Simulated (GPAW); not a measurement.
# Ni (Im-3m) in GPAW: relaxation of cell and atoms with PBE+D4+U

Aim: the relaxation of cell and atoms of Ni with PBE+D4+U.

Everything below comes from runs of GPAW 26.7.0. Logs are shortened: lines on timing, memory, paths and dates and some standing lists are left out, and cuts for length are marked. The log counts tension as positive stress, the text compression.

## Step 1: The crystal as given

Symmetry: Im-3m, No. 229, cubic system. Conventional cell: a = 2.767 Å, b = 2.767 Å, c = 2.767 Å, α = 90.00°, β = 90.00°, γ = 90.00°. Ni (site symmetry m-3m) has 8 Ni at 2.40 Å as nearest neighbours.

This isn't the form of Ni at room conditions, which is fcc.

## Step 2: Relaxation of cell and atoms, PBE+D4+U

The input, run.py:

```python
from ase.calculators.mixing import SumCalculator
from ase.filters import FrechetCellFilter
from ase.io import read, write
from ase.optimize import BFGS
from dftd4.ase import DFTD4
from gpaw import GPAW, PW

atoms = read('Ni.xyz')

calc = GPAW(mode=PW(600),
            xc='PBE',
            kpts={'size': (13, 13, 13), 'gamma': True},
            occupations={'name': 'fermi-dirac', 'width': 0.02},
            setups={'Ni': ':d,7.0'},
            nbands=17,
            convergence={'density': 1e-05, 'forces': 0.0001},
            maxiter=150,
            txt='gpaw.txt')
atoms.calc = SumCalculator([calc, DFTD4(method='pbe')])
opt = BFGS(FrechetCellFilter(atoms), trajectory='relax.traj', logfile='-')
done = opt.run(fmax=0.01, steps=60)
calc.write('gs.gpw')
write('result.traj', atoms)
print('Converged:', done)
print('Cell:', atoms.cell.cellpar().round(4))
print('Volume:', round(atoms.get_volume(), 4))
print(atoms.get_scaled_positions().round(5))
```

The input, Ni.xyz:

```xyz
1
Lattice="-1.3837154700 1.3837154700 1.3837154700 1.3837154700 -1.3837154700 1.3837154700 1.3837154700 1.3837154700 -1.3837154700" Properties=species:S:1:pos:R:3 pbc="T T T"
Ni     0.0000000000      0.0000000000      0.0000000000
```

Potentials or basis: GPAW PAW data sets (gpaw-data 1.2.1), pw.

The run is started by

```sh
OMP_NUM_THREADS=1 python run.py
```

gpaw.txt:

```text
__  _  _
 | _ |_)|_||  |
 |__||  | ||/\| - 26.7.0

Input parameters:
  mode=PW(ecut=600.0),
  convergence={'density': 1e-05, 'forces': 0.0001},
  kpts=MonkhorstPack(size=(13, 13, 13), gamma=True),
  maxiter=150,
  nbands=17,
  occupations=Occupations(name='fermi-dirac', width=0.02),
  setups={'Ni': ':d,7.0'},
  xc=XC(name='PBE')

Diagonalizing LCAO Hamiltonian
Converting LCAO to pw mode

       Ni

Atoms  # Å, Bohr magnetons
|   | symbol |        x |        y |        z |    initial magnetic moments |
|---|--------|----------|----------|----------|-----------------------------|
| 0 |     Ni | 0.000000 | 0.000000 | 0.000000 | ( 0.0000,  0.0000,  0.0000) |

Unit cell  # Å
| periodic |         x |         y |         z |  lengths |     angles |
|----------|-----------|-----------|-----------|----------|------------|
|      yes | -1.383715 |  1.383715 |  1.383715 | 2.396665 | 109.471221 |
|      yes |  1.383715 | -1.383715 |  1.383715 | 2.396665 | 109.471221 |
|      yes |  1.383715 |  1.383715 | -1.383715 | 2.396665 | 109.471221 |

Number of symmetries: 48
Symmetry operations  # r_c * U_cc + t_c -> r_c
|    | kind |            matrix            |
|----|------|------------------------------|
|  0 |  σ   |  1, 1, 1,  0, 0,-1,  0,-1, 0 |
|  1 |  C4  |  1, 1, 1,  0, 0,-1, -1, 0, 0 |
|  2 |  C2  |  1, 1, 1,  0,-1, 0,  0, 0,-1 |
|  3 |  S6  |  1, 1, 1,  0,-1, 0, -1, 0, 0 |
|  4 |  S6  |  1, 1, 1, -1, 0, 0,  0, 0,-1 |
|  5 |  C4  |  1, 1, 1, -1, 0, 0,  0,-1, 0 |
|  6 |  E   |  1, 0, 0,  0, 1, 0,  0, 0, 1 |
|  7 |  σ   |  1, 0, 0,  0, 1, 0, -1,-1,-1 |
|  8 |  σ   |  1, 0, 0,  0, 0, 1,  0, 1, 0 |
|  9 |  C3  |  1, 0, 0,  0, 0, 1, -1,-1,-1 |
| 10 |  C3  |  1, 0, 0, -1,-1,-1,  0, 1, 0 |
| 11 |  σ   |  1, 0, 0, -1,-1,-1,  0, 0, 1 |
| 12 |  σ   |  0, 1, 0,  1, 0, 0,  0, 0, 1 |
| 13 |  C2  |  0, 1, 0,  1, 0, 0, -1,-1,-1 |
| 14 |  C3  |  0, 1, 0,  0, 0, 1,  1, 0, 0 |
| 15 |  S4  |  0, 1, 0,  0, 0, 1, -1,-1,-1 |
| 16 |  S4  |  0, 1, 0, -1,-1,-1,  1, 0, 0 |
[... 199 lines left out ...]
No gap
No difference between direct/indirect transitions

Stress tensor  # eV/Ang^3
|         x |         y |         z |
|-----------|-----------|-----------|
|  0.008928 |  0.000000 | -0.000000 |
|  0.000000 |  0.008928 | -0.000000 |
| -0.000000 | -0.000000 |  0.008928 |

Forces  # eV/Ang
|        x |        y |       z |
|----------|----------|---------|
| -0.00000 | -0.00000 | 0.00000 |  # Ni   0

Interpolating wave functions to new cell

       Ni

Atoms  # Å, Bohr magnetons
|   | symbol |        x |        y |         z |    initial magnetic moments |
|---|--------|----------|----------|-----------|-----------------------------|
| 0 |     Ni | 0.000000 | 0.000000 | -0.000000 | ( 0.0000,  0.0000,  0.0000) |

Unit cell  # Å
| periodic |         x |         y |         z |  lengths |     angles |
|----------|-----------|-----------|-----------|----------|------------|
|      yes | -1.373326 |  1.373326 |  1.373326 | 2.378670 | 109.471221 |
|      yes |  1.373326 | -1.373326 |  1.373326 | 2.378670 | 109.471221 |
|      yes |  1.373326 |  1.373326 | -1.373326 | 2.378670 | 109.471221 |

Number of symmetries: 48
Symmetry operations  # r_c * U_cc + t_c -> r_c
|    | kind |            matrix            |
|----|------|------------------------------|
|  0 |  σ   |  1, 1, 1,  0, 0,-1,  0,-1, 0 |
|  1 |  C4  |  1, 1, 1,  0, 0,-1, -1, 0, 0 |
|  2 |  C2  |  1, 1, 1,  0,-1, 0,  0, 0,-1 |
|  3 |  S6  |  1, 1, 1,  0,-1, 0, -1, 0, 0 |
|  4 |  S6  |  1, 1, 1, -1, 0, 0,  0, 0,-1 |
|  5 |  C4  |  1, 1, 1, -1, 0, 0,  0,-1, 0 |
|  6 |  E   |  1, 0, 0,  0, 1, 0,  0, 0, 1 |
|  7 |  σ   |  1, 0, 0,  0, 1, 0, -1,-1,-1 |
|  8 |  σ   |  1, 0, 0,  0, 0, 1,  0, 1, 0 |
|  9 |  C3  |  1, 0, 0,  0, 0, 1, -1,-1,-1 |
| 10 |  C3  |  1, 0, 0, -1,-1,-1,  0, 1, 0 |
| 11 |  σ   |  1, 0, 0, -1,-1,-1,  0, 0, 1 |
| 12 |  σ   |  0, 1, 0,  1, 0, 0,  0, 0, 1 |
| 13 |  C2  |  0, 1, 0,  1, 0, 0, -1,-1,-1 |
| 14 |  C3  |  0, 1, 0,  0, 0, 1,  1, 0, 0 |
| 15 |  S4  |  0, 1, 0,  0, 0, 1, -1,-1,-1 |
| 16 |  S4  |  0, 1, 0, -1,-1,-1,  1, 0, 0 |
[... 196 lines left out ...]
No gap
No difference between direct/indirect transitions

Stress tensor  # eV/Ang^3
|         x |         y |         z |
|-----------|-----------|-----------|
| -0.018946 |  0.000000 | -0.000000 |
|  0.000000 | -0.018946 |  0.000000 |
| -0.000000 |  0.000000 | -0.018946 |

Forces  # eV/Ang
|        x |       y |       z |
|----------|---------|---------|
| -0.00000 | 0.00000 | 0.00000 |  # Ni   0

Interpolating wave functions to new cell

       Ni

Atoms  # Å, Bohr magnetons
|   | symbol |        x |         y |         z |    initial magnetic moments |
|---|--------|----------|-----------|-----------|-----------------------------|
| 0 |     Ni | 0.000000 | -0.000000 | -0.000000 | ( 0.0000,  0.0000,  0.0000) |

Unit cell  # Å
| periodic |         x |         y |         z |  lengths |     angles |
|----------|-----------|-----------|-----------|----------|------------|
|      yes | -1.364364 |  1.364364 |  1.364364 | 2.363148 | 109.471221 |
|      yes |  1.364364 | -1.364364 |  1.364364 | 2.363148 | 109.471221 |
|      yes |  1.364364 |  1.364364 | -1.364364 | 2.363148 | 109.471221 |

Number of symmetries: 48
Symmetry operations  # r_c * U_cc + t_c -> r_c
|    | kind |            matrix            |
|----|------|------------------------------|
|  0 |  σ   |  1, 1, 1,  0, 0,-1,  0,-1, 0 |
|  1 |  C4  |  1, 1, 1,  0, 0,-1, -1, 0, 0 |
|  2 |  C2  |  1, 1, 1,  0,-1, 0,  0, 0,-1 |
|  3 |  S6  |  1, 1, 1,  0,-1, 0, -1, 0, 0 |
|  4 |  S6  |  1, 1, 1, -1, 0, 0,  0, 0,-1 |
|  5 |  C4  |  1, 1, 1, -1, 0, 0,  0,-1, 0 |
|  6 |  E   |  1, 0, 0,  0, 1, 0,  0, 0, 1 |
|  7 |  σ   |  1, 0, 0,  0, 1, 0, -1,-1,-1 |
|  8 |  σ   |  1, 0, 0,  0, 0, 1,  0, 1, 0 |
|  9 |  C3  |  1, 0, 0,  0, 0, 1, -1,-1,-1 |
| 10 |  C3  |  1, 0, 0, -1,-1,-1,  0, 1, 0 |
| 11 |  σ   |  1, 0, 0, -1,-1,-1,  0, 0, 1 |
| 12 |  σ   |  0, 1, 0,  1, 0, 0,  0, 0, 1 |
| 13 |  C2  |  0, 1, 0,  1, 0, 0, -1,-1,-1 |
| 14 |  C3  |  0, 1, 0,  0, 0, 1,  1, 0, 0 |
| 15 |  S4  |  0, 1, 0,  0, 0, 1, -1,-1,-1 |
| 16 |  S4  |  0, 1, 0, -1,-1,-1,  1, 0, 0 |
[... 196 lines left out ...]
No gap
No difference between direct/indirect transitions

Stress tensor  # eV/Ang^3
|         x |         y |         z |
|-----------|-----------|-----------|
| -0.045830 |  0.000000 | -0.000000 |
|  0.000000 | -0.045830 |  0.000000 |
| -0.000000 |  0.000000 | -0.045830 |

Forces  # eV/Ang
|       x |       y |       z |
|---------|---------|---------|
| 0.00000 | 0.00000 | 0.00000 |  # Ni   0

Interpolating wave functions to new cell

       Ni

Atoms  # Å, Bohr magnetons
|   | symbol |        x |         y |         z |    initial magnetic moments |
|---|--------|----------|-----------|-----------|-----------------------------|
| 0 |     Ni | 0.000000 | -0.000000 | -0.000000 | ( 0.0000,  0.0000,  0.0000) |

Unit cell  # Å
| periodic |         x |         y |         z |  lengths |     angles |
|----------|-----------|-----------|-----------|----------|------------|
|      yes | -1.364954 |  1.364954 |  1.364954 | 2.364169 | 109.471221 |
|      yes |  1.364954 | -1.364954 |  1.364954 | 2.364169 | 109.471221 |
|      yes |  1.364954 |  1.364954 | -1.364954 | 2.364169 | 109.471221 |

Number of symmetries: 48
Symmetry operations  # r_c * U_cc + t_c -> r_c
|    | kind |            matrix            |
|----|------|------------------------------|
|  0 |  σ   |  1, 1, 1,  0, 0,-1,  0,-1, 0 |
|  1 |  C4  |  1, 1, 1,  0, 0,-1, -1, 0, 0 |
|  2 |  C2  |  1, 1, 1,  0,-1, 0,  0, 0,-1 |
|  3 |  S6  |  1, 1, 1,  0,-1, 0, -1, 0, 0 |
|  4 |  S6  |  1, 1, 1, -1, 0, 0,  0, 0,-1 |
|  5 |  C4  |  1, 1, 1, -1, 0, 0,  0,-1, 0 |
|  6 |  E   |  1, 0, 0,  0, 1, 0,  0, 0, 1 |
|  7 |  σ   |  1, 0, 0,  0, 1, 0, -1,-1,-1 |
|  8 |  σ   |  1, 0, 0,  0, 0, 1,  0, 1, 0 |
|  9 |  C3  |  1, 0, 0,  0, 0, 1, -1,-1,-1 |
| 10 |  C3  |  1, 0, 0, -1,-1,-1,  0, 1, 0 |
| 11 |  σ   |  1, 0, 0, -1,-1,-1,  0, 0, 1 |
| 12 |  σ   |  0, 1, 0,  1, 0, 0,  0, 0, 1 |
| 13 |  C2  |  0, 1, 0,  1, 0, 0, -1,-1,-1 |
| 14 |  C3  |  0, 1, 0,  0, 0, 1,  1, 0, 0 |
| 15 |  S4  |  0, 1, 0,  0, 0, 1, -1,-1,-1 |
| 16 |  S4  |  0, 1, 0, -1,-1,-1,  1, 0, 0 |
[... 136 lines left out ...]
convergence criteria:
- Maximum integral of absolute [dens]ity change: 1e-05 electrons / valence electron
- Maximum change in the atomic [forces] across last 2 cycles: 0.0001 eV/Ang OR
Maximum error relative to the maximum force is below inf
- Maximum [total energy] change in last 3 cyles: 0.0005 eV / valence electron
- Maximum integral of absolute [eigenst]ate change: 4e-08 eV^2 / valence electron
maximum number of iterations: 150

SCF iterations
|iter     | |      energy | eigst |  dens |force |
|---------|-|-------------|-------|-------|------|
|iter:   1| |   -3.048828 | -4.39 |       |      |
|iter:   2| |   -3.048821 | -7.70c| -3.32 |      |
|iter:   3| |   -3.048811c| -7.11 | -3.40 |      |
|iter:   4| |   -3.048811c| -8.12c| -4.08 |      |
|iter:   5| |   -3.048812c| -7.64c| -4.26 |      |
|iter:   6| |   -3.048812c| -8.85c| -5.13c|      |
|iter:   7| |   -3.048812c| -7.79c| -5.20c|-25.15c|

Converged in 7 steps
Energy contributions relative to reference atoms: (reference = -41367.998447)

Energy contributions:
  Kinetic:          24.243344
  Coulomb:         -18.617116
  Zero:              0.008833
  External:          0.000000
  Xc:               -8.683062
  Entropy:          -0.001622
  Spinorbit:         0.000000
  ----------------------------
  Free energy:      -3.049623
  Extrapolated:     -3.048812
[... 25 lines left out ...]
No gap
No difference between direct/indirect transitions

Stress tensor  # eV/Ang^3
|         x |         y |         z |
|-----------|-----------|-----------|
| -0.043984 | -0.000000 | -0.000000 |
| -0.000000 | -0.043984 |  0.000000 |
| -0.000000 |  0.000000 | -0.043984 |

Forces  # eV/Ang
|        x |        y |        z |
|----------|----------|----------|
| -0.00000 | -0.00000 | -0.00000 |  # Ni   0

# Writing to gs.gpw (mode='')
```

It took 23 s on 1 thread of AMD EPYC 9R45 (Zen 5), shared host; peak memory 0.18 GiB.

Results:

| Quantity | Value |
| --- | --- |
| Free energy | -3.5337 eV |
| Relaxed volume | 10.17 Å³/atom |
| Relaxed cell | a = 2.364 Å, b = 2.364 Å, c = 2.364 Å, α = 109.47°, β = 109.47°, γ = 109.47° |
| Space group after relaxing (to 0.05 Å) | Im-3m (No. 229) |
| Energy gained by relaxing | 10.9 meV/atom |
| Ionic steps | 4 |
| Pressure after relaxing | 0.0 GPa |
| Band gap on the k mesh | none (metal or under the smearing width) |
| Dispersion energy per atom | -0.484 eV |

The path:
| step | energy change (eV) | largest force (eV/Å) | pressure (GPa) | volume (Å³) |
| --- | --- | --- | --- | --- |
| 1 | 0.0000 | 0.0000 | -7.98 | 10.60 |
| 2 | -0.0087 | 0.0000 | -3.79 | 10.36 |
| 3 | -0.0109 | 0.0000 | 0.27 | 10.16 |
| 4 | -0.0109 | 0.0000 | -0.01 | 10.17 |

Final structure:
```
Ni
1.0
    -1.36495    1.36495    1.36495
     1.36495   -1.36495    1.36495
     1.36495    1.36495   -1.36495
Ni
1
Direct
  0.00000 0.00000 0.00000
```

Levels at points of the mesh, in eV from the Fermi level:
| k point | band 5 | band 6 | band 7 | band 8 | band 9 | band 10 | band 11 | band 12 |
| --- | --- | --- | --- | --- | --- | --- | --- | --- |
| (0.00, 0.00, 0.00) | -2.21 | -2.21 | -2.21 | -1.56 | -1.56 | 28.14 | 28.14 | 28.14 |

Caveat: the stock nickel data set gives pressures a few GPa off other programs; later steps reuse the first step's grids; the run has no spin polarisation, though such a crystal can be magnetic; U without spin polarisation on a metal has little footing; pairwise dispersion overbinds metals, which lowers pressure and volume; the U is typed as a test and isn't derived for this compound. Spin polarisation is off, so any magnetic state and its effect on volume and gap are missing.
